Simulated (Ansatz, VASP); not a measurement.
Two plane-wave programs on MgO

```
CELL_PARAMETERS angstrom
0.00000 2.06773 2.06773
2.06773 0.00000 2.06773
2.06773 2.06773 0.00000
ATOMIC_POSITIONS crystal
Mg 0.00000 0.00000 0.00000
O 0.50000 0.50000 0.50000
```

Alike in both runs: task single point; functional PBE; k mesh 10 × 10 × 10; occupations gaussian, width 0.02 eV; no spin polarisation.

```csv
,VASP,Ansatz
version,VASP 6.6.1,Ansatz 0.2.0
potentials or method,"VASP PAW PBE potentials, release 64 (Mg, O)","scalar-relativistic, plane waves, PAW"
plane-wave cutoff (eV),520,420
valence electrons in the cell,8,16
```

|  | VASP | Ansatz | Ansatz less VASP |
| --- | --- | --- | --- |
| gap on the k mesh at the Fermi level (eV) | 5.28 | 5.30 | +0.015 |
| least direct gap on the mesh (eV) | 5.28 | 5.30 | +0.015 |
| pressure (GPa) | 14.3 | 15.0 | +0.69 |

The two sets of potentials don't hold the same shells in valence.

Expect the measured gap to be larger: semilocal functionals such as PBE lack the derivative discontinuity.
